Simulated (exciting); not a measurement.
# Core excitons at the I L₃ edge of NaI, part 2 of 2

Aim: the I L₃ absorption edge of NaI with the electron–hole interaction treated explicitly, and what each term of the kernel does.

exciting sodium; X-ray absorption, core-level Bethe-Salpeter equation, exchange and statically screened direct term, Tamm-Dancoff, all-electron LAPW+lo PBEsol.

So far. Step 6 (Exchange alone): Maxima (height): 11.0 eV (0.98) and 17.3 eV (1.02). The spectrum is that of the independent-particle run within 1 %. Step 7 (Direct term alone): Maxima (height): 0.9 eV (0.91), 8.3 eV (1.00) and 15.3 eV (0.86). The spectrum is that of the singlet run within 1 %.

## Step 9: Coarser mesh

Changed against the first singlet run: k mesh from 4×4×4 to 2×2×2.

The input, input.xml:

```
<input>
  <title>NaI</title>
  <structure speciespath="." autormt="false" epslat="1.0e-5">
    <crystal>
      <basevect>0.0000000000 6.1159096286 6.1159096286</basevect>
      <basevect>6.1159096286 0.0000000000 6.1159096286</basevect>
      <basevect>6.1159096286 6.1159096286 0.0000000000</basevect>
    </crystal>
    <species speciesfile="I.xml" rmt="2.300">
      <atom coord="0.5000000000 0.5000000000 0.5000000000"/>
    </species>
    <species speciesfile="Na.xml" rmt="2.300">
      <atom coord="0.0000000000 0.0000000000 0.0000000000"/>
    </species>
  </structure>
  <groundstate do="skip" xctype="GGA_PBE_SOL" ngridk="4 4 4" rgkmax="7" gmaxvr="14" nempty="8" swidth="0.001" maxscl="100" epsengy="1e-5"/>
  <xs xstype="BSE" ngridk="2 2 2" ngridq="2 2 2" vkloff="0.097 0.273 0.493" rgkmax="7" nempty="29" gqmax="3" lmaxapwwf="5" lmaxemat="3" broad="0.05659" tevout="true">
    <energywindow intv="163.931 165.548" points="439"/>
    <screening screentype="full" nempty="50"/>
    <BSE xas="true" xasspecies="1" xasatom="1" xasedge="L3" bsetype="singlet" nstlxas="1 25"/>
    <qpointset>
      <qpoint>0 0 0</qpoint>
    </qpointset>
    <plan>
      <doonly task="xsgeneigvec"/>
      <doonly task="writepmatxs"/>
      <doonly task="scrgeneigvec"/>
      <doonly task="scrwritepmat"/>
      <doonly task="screen"/>
      <doonly task="scrcoulint"/>
    </plan>
  </xs>
</input>
```

The input, input.xml for the exchange start (cutoff and plan only):

```
  gqmax="2"
  <plan>
    <doonly task="exccoulint"/>
  </plan>
```

The input, input.xml for the last start (plan only):

```
  <plan>
    <doonly task="bse"/>
  </plan>
```

Started as:

```bash
> OMP_NUM_THREADS=1 mpirun -n 4 exciting
> OMP_NUM_THREADS=1 mpirun -n 4 exciting
> OMP_NUM_THREADS=4 exciting
```

Numbers of over 12 decimals in the logs are rounded to 6 here.

What it wrote:

```text
| EXCITING SODIUM started for task xsgeneigvec ( 301)                          =
One-shot GS runs for BSE calculations
One-shot GS runs for k+qmt/2 grids
Info(xsgeneigvec): Generating eigenvectors for Q-point      1
Info(xsgeneigvec): Generation of eigenvectors finished
| EXCITING SODIUM started for task writepmatxs ( 320)                          =
Info(writepmatxs): Momentum matrix elements finished
| EXCITING SODIUM started for task scrgeneigvec ( 401)                         =
One-shot GS runs for BSE calculations
One-shot GS runs for k+qmt/2 grids
[...]
Info(setup_bse_block): Setting up RR part of hamiltonian
Info(setup_bse_block): Singlet spin state
Info(bse): Diagonalizing RR Hamiltonian (TDA)
Info(bse): Invoking Lapack routine ZHEEVR
       800 eigen solutions found in the interval:
         i1=       1 i2=     800
Info(bse): Writing excition energies and oscillator strengths to text file.
Info(makespectrum_dist): Making spectrum using formula for coupling with time reversed AR basis.
Info(makespectrum_dist): Using formalism for vanishing momentum transfer.
Info(writederived): Writing quantities derived from the macroscopic dielectric function.
Info(bselauncher): Spectrum finished for iqmt=  1
Info(bselauncher): All done for BSE type singlet
```

It took 1.7 min on 4 MPI ranks of Intel Xeon at 2.70GHz, shared host.

These settings are cheaper. Against the singlet run the r.m.s. difference is 3 %. The first bright state moves from -0.68 to -0.74 eV. The lowest bare transition of this run lies at 1.28 eV, against 0.42. A coarse mesh samples few band energies, and it inflates the long-range part of the attraction.

```csv
E (eV),first run,this run
-12.0,0.03,0.03
-11.0,0.03,0.03
-10.0,0.04,0.04
-9.0,0.05,0.05
-8.0,0.05,0.05
-7.0,0.06,0.06
-6.0,0.08,0.08
-5.0,0.10,0.10
-4.0,0.14,0.14
-3.0,0.19,0.19
-2.0,0.30,0.30
-1.0,0.51,0.50
0.0,0.79,0.77
1.0,0.91,0.92
2.0,0.88,0.91
3.0,0.83,0.83
4.0,0.78,0.76
5.0,0.78,0.78
6.0,0.84,0.84
7.0,0.92,0.93
8.0,0.99,0.99
9.0,0.97,0.96
10.0,0.89,0.90
11.0,0.82,0.83
12.0,0.76,0.78
13.0,0.75,0.76
14.0,0.79,0.81
15.0,0.86,0.84
16.0,0.83,0.78
17.0,0.72,0.73
18.0,0.62,0.69
19.0,0.59,0.67
```

## Step 10: From independent particles to the full kernel

| level | curve passes 0.15 (eV) | highest maximum (eV) | its height |
| --- | --- | --- | --- |
| IP | -0.3 | 17.3 | 1.02 |
| RPA | -0.3 | 17.3 | 1.02 |
| direct only | -3.7 | 8.3 | 1.00 |
| singlet | -3.7 | 8.3 | 1.00 |

| E (eV) | IP | RPA | direct only | singlet |
| --- | --- | --- | --- | --- |
| -12.0 | 0.02 | 0.02 | 0.03 | 0.03 |
| -11.0 | 0.02 | 0.02 | 0.03 | 0.03 |
| -10.0 | 0.02 | 0.02 | 0.04 | 0.04 |
| -9.0 | 0.03 | 0.03 | 0.05 | 0.05 |
| -8.0 | 0.03 | 0.03 | 0.05 | 0.05 |
| -7.0 | 0.03 | 0.03 | 0.06 | 0.06 |
| -6.0 | 0.04 | 0.04 | 0.08 | 0.08 |
| -5.0 | 0.05 | 0.05 | 0.10 | 0.10 |
| -4.0 | 0.06 | 0.06 | 0.14 | 0.14 |
| -3.0 | 0.07 | 0.07 | 0.19 | 0.19 |
| -2.0 | 0.09 | 0.09 | 0.30 | 0.30 |
| -1.0 | 0.12 | 0.12 | 0.51 | 0.51 |
| 0.0 | 0.17 | 0.17 | 0.79 | 0.79 |
| 1.0 | 0.26 | 0.26 | 0.91 | 0.91 |
| 2.0 | 0.39 | 0.39 | 0.88 | 0.88 |
| 3.0 | 0.51 | 0.51 | 0.83 | 0.83 |
| 4.0 | 0.60 | 0.60 | 0.78 | 0.78 |
| 5.0 | 0.64 | 0.64 | 0.78 | 0.78 |
| 6.0 | 0.64 | 0.64 | 0.84 | 0.84 |
| 7.0 | 0.67 | 0.67 | 0.92 | 0.92 |
| 8.0 | 0.73 | 0.73 | 0.99 | 0.99 |
| 9.0 | 0.84 | 0.84 | 0.97 | 0.97 |
| 10.0 | 0.95 | 0.95 | 0.89 | 0.89 |
| 11.0 | 0.98 | 0.98 | 0.82 | 0.82 |
| 12.0 | 0.96 | 0.96 | 0.76 | 0.76 |
| 13.0 | 0.91 | 0.91 | 0.75 | 0.75 |
| 14.0 | 0.86 | 0.86 | 0.79 | 0.79 |
| 15.0 | 0.88 | 0.88 | 0.86 | 0.86 |
| 16.0 | 0.96 | 0.96 | 0.83 | 0.83 |
| 17.0 | 1.02 | 1.02 | 0.72 | 0.72 |
| 18.0 | 1.00 | 1.00 | 0.62 | 0.62 |
| 19.0 | 0.93 | 0.93 | 0.59 | 0.59 |

## Step 11: Results

| Item | Value |
| --- | --- |
| absorber and edge | I L₃, atom 1 |
| surroundings | 6 Na at 3.24 Å (octahedral, site symmetry m-3m) |
| first bright state | -0.68 eV from the Kohn–Sham onset, on this mesh |
| highest maximum | 8.3 eV |
| cost of the BSE run | 25 min on 4 MPI ranks of Intel Xeon at 2.70GHz, shared host; the last task ran on as many threads |

Is a core exciton bound? Yes on this mesh: the first bright state (over 5 % of the brightest) lies at -0.68 eV from the Kohn–Sham onset and at -1.11 eV from the lowest bare transition of its own mesh. Exchange alone changes the independent-particle spectrum by 0.0 % r.m.s. Leaving exchange out of the full kernel changes the spectrum by 0.0 % r.m.s. Binding energies aren't converged on 64 k points, and fine structure above the first lines is partly noise of the mesh. Exchange and the short-range direct term aren't converged in the kernel cutoff. The zero comes from the unshifted 4×4×4 ground-state mesh; it is exact only where the band minimum lies on that mesh. The conduction states carry no spin here, so the exchange coupling to the spinor core hole is only partly held. This core level is treated alone, with no coupling to its spin–orbit partner. The Kohn–Sham onset, 4473 eV, is no photon energy (tabulated edge of the element: 4557 eV): the scale needs a rigid shift. No quasiparticle correction widens the gap or stretches the bands. Vibrations and energy-dependent lifetimes are left out. The structure is a published determination, not relaxed.

[Banner, clock and machine lines of the logs are left out without a mark of their own.]

[Logs are printed without paths, hosts, clocks, repeated set-up lines and the standing remarks that a program may print on its own settings, such as how far it seeks lower states.]

[Hosts, paths, dates, database ids (printed as entryN), source tags and the programs' standing remarks are cut or masked in the printed files.]
